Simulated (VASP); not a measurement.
# GaP (F-43m) in VASP: band structure with PBE-EpsX

Aim: the band structure of GaP with PBE-EpsX.

All numbers are computed with VASP 6.6.1; they aren't measurements. Logs are shortened: lines on timing, memory, paths and dates and some standing lists are left out, and cuts for length are marked.

**Measured values to compare with.**

From “Stacking defects in GaP nanowires: Electronic structure and optical properties”, 2018, arxiv:1810.01194, for a bulk crystal of GaP at 10 K: band gap 2.34 eV (indirect).

The results are compared with them further down.

## 1. The structure

The structure is cubic, space group F-43m (No. 216). The conventional cell has a = 5.451 Å, b = 5.451 Å, c = 5.451 Å, α = 90.00°, β = 90.00°, γ = 90.00°. Ga (site symmetry -43m) is surrounded by 4 P at 2.36 Å. P (site symmetry -43m) is surrounded by 4 Ga at 2.36 Å.

## 2. Band structure, PBE-EpsX

File POSCAR:

```
GaP
1.0
    0.0000000000      2.7252500000      2.7252500000
    2.7252500000      0.0000000000      2.7252500000
    2.7252500000      2.7252500000      0.0000000000
Ga P
1 1
Direct
    0.0000000000      0.0000000000      0.0000000000
    0.7500000000      0.7500000000      0.7500000000
```

File INCAR.step1:

```
ALGO = Normal
EDIFF = 1E-8
ENCUT = 520
GGA = PE
ISIF = 2
ISMEAR = 0
LASPH = True
LCHARG = False
LEPSILON = True
LREAL = False
LWAVE = False
NELM = 100
PREC = Accurate
SIGMA = 0.02
```

File KPOINTS.step1:

```
Automatic mesh
0
G
  8 8 8
  0 0 0
```

File INCAR.step2:

```
ALGO = Normal
EDIFF = 1E-5
ENCUT = 520
GGA = PE
ISIF = 2
ISMEAR = 0
LASPH = True
LCHARG = False
LREAL = False
LWAVE = True
NBANDS = 16
NELM = 100
PREC = Accurate
SIGMA = 0.02
```

File KPOINTS.step2:

```
k-points
0
Gamma
  6 6 6
```

File INCAR.step3:

```
AEXX = 0.0895
ALGO = Normal
EDIFF = 1E-6
ENCUT = 520
GGA = PE
HFRCUT = -1
ISIF = 2
ISMEAR = 0
ISTART = 1
LASPH = True
LCHARG = False
LHFCALC = True
LREAL = False
LWAVE = False
NBANDS = 16
NELM = 100
PREC = Accurate
PRECFOCK = Fast
SIGMA = 0.02
```

File KPOINTS.step3:

```
k-points
0
Gamma
  6 6 6
```

File KPOINTS_OPT:

```
path GXWKGLUWLK,UX
12
line-mode
reciprocal
 0.0000000000  0.0000000000  0.0000000000  G
 0.5000000000  0.0000000000  0.5000000000  X

 0.5000000000  0.0000000000  0.5000000000  X
 0.5000000000  0.2500000000  0.7500000000  W

 0.5000000000  0.2500000000  0.7500000000  W
 0.3750000000  0.3750000000  0.7500000000  K

 0.3750000000  0.3750000000  0.7500000000  K
 0.0000000000  0.0000000000  0.0000000000  G

 0.0000000000  0.0000000000  0.0000000000  G
 0.5000000000  0.5000000000  0.5000000000  L

 0.5000000000  0.5000000000  0.5000000000  L
 0.6250000000  0.2500000000  0.6250000000  U

 0.6250000000  0.2500000000  0.6250000000  U
 0.5000000000  0.2500000000  0.7500000000  W

 0.5000000000  0.2500000000  0.7500000000  W
 0.5000000000  0.5000000000  0.5000000000  L

 0.5000000000  0.5000000000  0.5000000000  L
 0.3750000000  0.3750000000  0.7500000000  K

 0.6250000000  0.2500000000  0.6250000000  U
 0.5000000000  0.0000000000  0.5000000000  X
```

Potentials or basis: VASP PAW PBE potentials, release 64 (Ga_d, P).

Run with:

```sh
cat potpaw_PBE.64/Ga_d/POTCAR potpaw_PBE.64/P/POTCAR > POTCAR
cp INCAR.step1 INCAR
cp KPOINTS.step1 KPOINTS
mpirun -np 1 vasp_std > vasp.out
cp INCAR.step2 INCAR
cp KPOINTS.step2 KPOINTS
mpirun -np 1 vasp_std > vasp.out
cp INCAR.step3 INCAR
cp KPOINTS.step3 KPOINTS
mpirun -np 1 vasp_std > vasp.out
```

OUTCAR:

```text
AEXX = 0.0895
   EDIFF = 1E-6
   ENCUT = 520
   GGA = PE
   ISIF = 2
   ISMEAR = 0
   ISTART = 1
   LASPH = True
   LHFCALC = True
   LREAL = False
   NELM = 100
   PREC = Accurate
   PRECFOCK = Fast

 ion  position               nearest neighbor table
   1  0.000  0.000  0.000-   2 2.36   2 2.36   2 2.36   2 2.36
   2  0.750  0.750  0.750-   1 2.36   1 2.36   1 2.36   1 2.36

  LATTYP: Found a face centered cubic cell.
 ALAT       =     5.4505000000

  Lattice vectors:

 A1 = (   0.0000000000,   2.7252500000,   2.7252500000)
 A2 = (   2.7252500000,   0.0000000000,   2.7252500000)
 A3 = (   2.7252500000,   2.7252500000,   0.0000000000)

Analysis of symmetry for initial positions (statically):
=====================================================================
 Subroutine PRICEL returns:
 Original cell was already a primitive cell.

 Routine SETGRP: Setting up the symmetry group for a
 face centered cubic supercell.

 Subroutine GETGRP returns: Found 24 space group operations
 (whereof 24 operations were pure point group operations)
 out of a pool of 48 trial point group operations.

The static configuration has the point symmetry T_d .

Analysis of symmetry for dynamics (positions and initial velocities):
=====================================================================
 Subroutine PRICEL returns:
 Original cell was already a primitive cell.

 Routine SETGRP: Setting up the symmetry group for a
 face centered cubic supercell.

 Subroutine GETGRP returns: Found 24 space group operations
 (whereof 24 operations were pure point group operations)
 out of a pool of 48 trial point group operations.

The dynamic configuration has the point symmetry T_d .

 Subroutine INISYM returns: Found 24 space group operations
 (whereof 24 operations are pure point group operations),
 and found     1 'primitive' translations

----------------------------------------------------------------------------------------

                                     Primitive cell

  volume of cell :      40.4808

  direct lattice vectors                    reciprocal lattice vectors
     0.000000000  2.725250000  2.725250000    -0.183469406  0.183469406  0.183469406
     2.725250000  0.000000000  2.725250000     0.183469406 -0.183469406  0.183469406
     2.725250000  2.725250000  0.000000000     0.183469406  0.183469406 -0.183469406

  length of vectors
     3.854085511  3.854085511  3.854085511     0.317778334  0.317778334  0.317778334

  position of ions in fractional coordinates (direct lattice)
     0.000000000  0.000000000  0.000000000
     0.750000000  0.750000000  0.750000000

  ion indices of the primitive-cell ions
   primitive index   ion index
                 1           1
                 2           2

----------------------------------------------------------------------------------------

 KPOINTS: k-points

Automatic generation of k-mesh.
 Grid dimensions read from file:
 generate k-points for:    6    6    6

 Generating k-lattice:

  Cartesian coordinates                     Fractional coordinates (reciprocal lattice)
    -0.030578234  0.030578234  0.030578234     0.166666667  0.000000000  0.000000000
     0.030578234 -0.030578234  0.030578234     0.000000000  0.166666667  0.000000000
     0.030578234  0.030578234 -0.030578234     0.000000000  0.000000000  0.166666667

  Length of vectors
     0.052963056  0.052963056  0.052963056

  Shift w.r.t. Gamma in fractional coordinates (k-lattice)
     0.000000000  0.000000000  0.000000000

 Subroutine IBZKPT returns following result:
 ===========================================

 Found     16 irreducible k-points:

 Following reciprocal coordinates:
            Coordinates               Weight
  0.000000  0.000000  0.000000      1.000000
  0.166667  0.000000  0.000000      8.000000
  0.333333  0.000000  0.000000      8.000000
  0.500000  0.000000  0.000000      4.000000
  0.166667  0.166667  0.000000      6.000000
  0.333333  0.166667  0.000000     24.000000
[... 8 lines left out ...]
 -0.333333  0.333333  0.166667     24.000000
 -0.333333  0.500000  0.166667     12.000000
   k-points           NKPTS =     16   k-points in BZ     NKDIM =    216   number of bands    NBANDS=     16
   number of dos      NEDOS =    301   number of ions     NIONS =      2
   total plane-waves  NPLWV =  27000
   dimension x,y,z NGX =    30 NGY =   30 NGZ =   30
   dimension x,y,z NGXF=    60 NGYF=   60 NGZF=   60
   ions per type =               1   1
   NGX,Y,Z   is equivalent  to a cutoff of  12.94, 12.94, 12.94 a.u.
   NGXF,Y,Z  is equivalent  to a cutoff of  25.88, 25.88, 25.88 a.u.
 SYSTEM =  unknown system
   PREC   = accura    normal or accurate (medium, high low for compatibility)
   ISTART =      1    job   : 0-new  1-cont  2-samecut
   ICHARG =      0    charge: 1-file 2-atom 10-const
   ISPIN  =      1    spin polarized calculation?
   LNONCOLLINEAR =      F non collinear calculations
   LSORBIT =      F    spin-orbit coupling
   LASPH  =      T    aspherical Exc in radial PAW
   ENCUT  =  520.0 eV  38.22 Ry    6.18 a.u.   7.17  7.17  7.17*2*pi/ulx,y,z
   NELM   =    100;   NELMIN=  2; NELMDL=  0     # of ELM steps
   EDIFF  = 0.1E-05   stopping-criterion for ELM
   LREAL  =      F    real-space projection
   EDIFFG = 0.1E-04   stopping-criterion for IOM
   NSW    =      0    number of steps for IOM
   IBRION =     -1    ionic relax: 0-MD 1-quasi-New 2-CG
   NFREE  =      0    steps in history (QN), initial steepest desc. (CG)
   ISIF   =      2    stress and relaxation
   ISYM   =      3    0-nonsym 1-usesym 2-fastsym
   POTIM  = 0.5000    time-step for ionic-motion
   TEBEG  =    0.0;   TEEND  =   0.0 temperature during run
   PSTRESS=    0.0 pullay stress
   NELECT =      18.0000    total number of electrons
   NUPDOWN=      -1.0000    fix difference up-down
   EMIN   =  10.00;   EMAX   =-10.00  energy-range for DOS
   EFERMI =   0.00;   METHOD = LEGACY
   ISMEAR =     0;   SIGMA  =   0.02  broadening in eV -4-tet -1-fermi 0-gaus
   EFERMI_NEDOS =   21; number of points for ismear=-14 and -15
   IALGO  =     38    algorithm
   IMIX   =      1    mixing-type and parameters
     AMIX     =   0.40;   BMIX     =  1.00
     AMIX_MAG =   1.60;   BMIX_MAG =  1.00
  volume/ion in A,a.u.               =      20.24       136.59
  Fermi-wavevector in a.u.,A,eV,Ry     =   1.249538  2.361284 21.243377  1.561344
  Thomas-Fermi vector in A             =   2.383574
   LORBIT       =      0    0 simple, 1 ext, 2 COOP (PROOUT), +10 PAW based schemes
   GGA     = PE    functional components
   LHFCALC =     T    Hartree Fock is set to
   PRECFOCK=fast      Normal, Fast or Accurate (Low or Medium for compatibility)
   ENCUT4O =  -1.0   cutoff for four orbital integrals eV
   NKREDX  =     1    reduce k-point grid by
   NKREDY  =     1    reduce k-point grid by
   NKREDZ  =     1    reduce k-point grid by
   AEXX    =    0.0895 exact exchange contribution
   HFSCREEN=    0.0000 screening length (either q_TF or 0.3 A-1)
   HFSCREENC=   0.0000 screening length for correlation (either q_TF or 0.3 A-1)
   ENCUTFOCK=  -1.0 apply spherical cutoff to Coloumb kernel
   IVDW    =     0    specifies the selected vdW correction
   LEPSILON=     F    determine dielectric tensor
   LRPA    =     F    only Hartree local field effects (RPA)
 non-spin polarized calculation
 Gauss-broadening in eV      SIGMA  =   0.02
  energy-cutoff  :      520.00
  volume of cell :       40.48
 maximum number of plane-waves:      1113
 NGX is ok and might be reduce to    30
  NGX = 16; NGY = 16; NGZ = 16

 number of electron      17.9999989 magnetization

 Free energy of the ion-electron system (eV)
  ---------------------------------------------------
  ext. energy  EPLUGINS =         0.00000000
  ---------------------------------------------------
  free energy    TOTEN  =       -10.00386146 eV

  energy without entropy =      -10.00386146  energy(sigma->0) =      -10.00386146

 E-fermi :   4.5039     XC(G=0):  -9.0925

 val. band max:        4.3865935963   @ k =   0.0000   0.0000   0.0000
 cond. band min:       6.4966587559   @ k =   0.5000   0.5000   0.0000
 fundamental gap:      2.1100651595
 Fermi energy:         4.5038771152

 k-point     1 :       0.0000    0.0000    0.0000
  band No.  band energies     occupation
      1     -11.0903      2.00000
      2     -11.0903      2.00000
      3     -11.0903      2.00000
      4     -10.9904      2.00000
      5     -10.9904      2.00000
      6      -8.6127      2.00000
[... 8 lines left out ...]
     15      14.8266      0.00000
     16      14.8266      0.00000

 k-point     2 :       0.1667    0.0000    0.0000
  band No.  band energies     occupation
      1     -11.1097      2.00000
      2     -11.0827      2.00000
      3     -11.0827      2.00000
      4     -10.9904      2.00000
      5     -10.9904      2.00000
      6      -8.2469      2.00000
[... 8 lines left out ...]
     15      13.9752      0.00000
     16      15.0746      0.00000

 k-point     3 :       0.3333    0.0000    0.0000
  band No.  band energies     occupation
      1     -11.1452      2.00000
      2     -11.0704      2.00000
      3     -11.0704      2.00000
      4     -10.9872      2.00000
      5     -10.9872      2.00000
      6      -7.2732      2.00000
[... 8 lines left out ...]
     15      14.6863      0.00000
     16      14.7001      0.00000

 k-point     4 :       0.5000    0.0000    0.0000
  band No.  band energies     occupation
      1     -11.1619      2.00000
      2     -11.0660      2.00000
      3     -11.0660      2.00000
      4     -10.9838      2.00000
      5     -10.9838      2.00000
      6      -6.4853      2.00000
[... 8 lines left out ...]
     15      16.7996      0.00000
     16      16.7996      0.00000
[... 172 lines left out ...]
 k-point    14 :       0.5000    0.3333    0.1667
  band No.  band energies     occupation
      1     -11.1677      2.00000
      2     -11.0569      2.00000
      3     -11.0462      2.00000
      4     -11.0041      2.00000
      5     -10.9803      2.00000
      6      -6.4703      2.00000
[... 8 lines left out ...]
     15      16.9311      0.00000
     16      18.4260      0.00000

 k-point    15 :      -0.3333    0.3333    0.1667
  band No.  band energies     occupation
      1     -11.1732      2.00000
      2     -11.0569      2.00000
      3     -11.0396      2.00000
      4     -11.0010      2.00000
      5     -10.9833      2.00000
      6      -5.8000      2.00000
[... 8 lines left out ...]
     15      17.6028      0.00000
     16      17.9026      0.00000

 k-point    16 :      -0.3333    0.5000    0.1667
  band No.  band energies     occupation
      1     -11.1840      2.00000
      2     -11.0461      2.00000
      3     -11.0314      2.00000
      4     -11.0108      2.00000
      5     -10.9780      2.00000
      6      -5.4873      2.00000
[... 8 lines left out ...]
     15      17.0460      0.00000
     16      18.7690      0.00000

------------------------ aborting loop because EDIFF is reached ----------------------------------------

  FORCE on cell =-STRESS in cart. coord.  units (eV):
  Direction    XX          YY          ZZ          XY          YZ          ZX
  --------------------------------------------------------------------------------------
  -------------------------------------------------------------------------------------
  Total        0.4345157      0.4345157      0.4345157      0.0000000      0.0000000      0.0000000
  in kB       17.1975658     17.1975658     17.1975658      0.0000000      0.0000000      0.0000000
  external PRESSURE =      17.1975658 kB  Pullay stress =       0.0000000 kB

 VOLUME and BASIS-vectors are now :
 -----------------------------------------------------------------------------
  energy-cutoff  :      520.00
  volume of cell :       40.48
      direct lattice vectors                 reciprocal lattice vectors
     0.000000000  2.725250000  2.725250000    -0.183469406  0.183469406  0.183469406
     2.725250000  0.000000000  2.725250000     0.183469406 -0.183469406  0.183469406
     2.725250000  2.725250000  0.000000000     0.183469406  0.183469406 -0.183469406

 POSITION                                       TOTAL-FORCE (eV/Angst)
 -----------------------------------------------------------------------------------
      0.00000      0.00000      0.00000         0.000000      0.000000     -0.000000
      4.08788      4.08788      4.08788        -0.000000     -0.000000      0.000000
 -----------------------------------------------------------------------------------
    total drift:                                0.000034      0.000031      0.000024

  FREE ENERGIE OF THE ION-ELECTRON SYSTEM (eV)
  ---------------------------------------------------
  free  energy   TOTEN  =       -10.0038614643 eV

  energy  without entropy=      -10.0038614643  energy(sigma->0) =      -10.00386146
```

It took 34 min on 1 thread of Intel Xeon 6975P-C (Granite Rapids), shared host; peak memory 0.27 GiB.

What came out:

* Free energy: -10.0039 eV
* Pressure: 1.7 GPa
* Band gap on the k mesh: 2.11 eV, indirect (least direct gap 2.39 eV)
* Band gap along the path: 2.07 eV, indirect (least direct gap 2.39 eV)

Levels at the corners of the path, in eV from the valence-band top:
| point | band 6 | band 7 | band 8 | band 9 | band 10 | band 11 | band 12 | band 13 |
| --- | --- | --- | --- | --- | --- | --- | --- | --- |
| Γ | -13.00 | 0.00 | 0.00 | 0.00 | 2.39 | 4.44 | 4.44 | 4.44 |
| X | -9.94 | -7.00 | -2.79 | -2.79 | 2.11 | 2.32 | 11.38 | 11.38 |
| X | -9.94 | -7.00 | -2.79 | -2.79 | 2.11 | 2.32 | 11.38 | 11.38 |
| W | -9.85 | -6.78 | -3.72 | -3.55 | 5.24 | 5.51 | 6.72 | 6.73 |
| W | -9.85 | -6.78 | -3.72 | -3.55 | 5.24 | 5.51 | 6.72 | 6.73 |
| K | -9.98 | -6.79 | -4.09 | -2.34 | 2.68 | 5.39 | 8.94 | 8.94 |
| K | -9.98 | -6.79 | -4.09 | -2.34 | 2.68 | 5.39 | 8.94 | 8.94 |
| Γ | -13.00 | 0.00 | 0.00 | 0.00 | 2.39 | 4.44 | 4.44 | 4.44 |
| Γ | -13.00 | 0.00 | 0.00 | 0.00 | 2.39 | 4.44 | 4.44 | 4.44 |
| L | -10.87 | -6.89 | -1.16 | -1.16 | 2.19 | 5.28 | 5.28 | 8.88 |
| L | -10.87 | -6.89 | -1.16 | -1.16 | 2.19 | 5.28 | 5.28 | 8.88 |
| U | -9.98 | -6.79 | -4.09 | -2.34 | 2.68 | 5.39 | 8.94 | 8.94 |
| U | -9.98 | -6.79 | -4.09 | -2.34 | 2.68 | 5.39 | 8.94 | 8.94 |
| W | -9.85 | -6.78 | -3.72 | -3.55 | 5.24 | 5.51 | 6.72 | 6.73 |
| W | -9.85 | -6.78 | -3.72 | -3.55 | 5.24 | 5.51 | 6.72 | 6.73 |
| L | -10.87 | -6.89 | -1.16 | -1.16 | 2.19 | 5.28 | 5.28 | 8.88 |
| L | -10.87 | -6.89 | -1.16 | -1.16 | 2.19 | 5.28 | 5.28 | 8.88 |
| K | -9.98 | -6.79 | -4.09 | -2.34 | 2.68 | 5.39 | 8.94 | 8.94 |
| U | -9.98 | -6.79 | -4.09 | -2.34 | 2.68 | 5.39 | 8.94 | 8.94 |
| X | -9.94 | -7.00 | -2.79 | -2.79 | 2.11 | 2.32 | 11.38 | 11.38 |

Caveat: the PAW data sets were made with another functional, which shifts forces and pressure a little.

## 3. Against experiment

Step 2. Measured gap of GaP: 2.34 eV (indirect; 10 K; quoted in “Stacking defects in GaP nanowires: Electronic structure and optical properties”, 2018, arxiv:1810.01194). This calculation gives 2.07 eV (-0.27 eV). Spin-orbit coupling on Ga is left out. The value is that of PBE-EpsX, without temperature or zero-point motion.
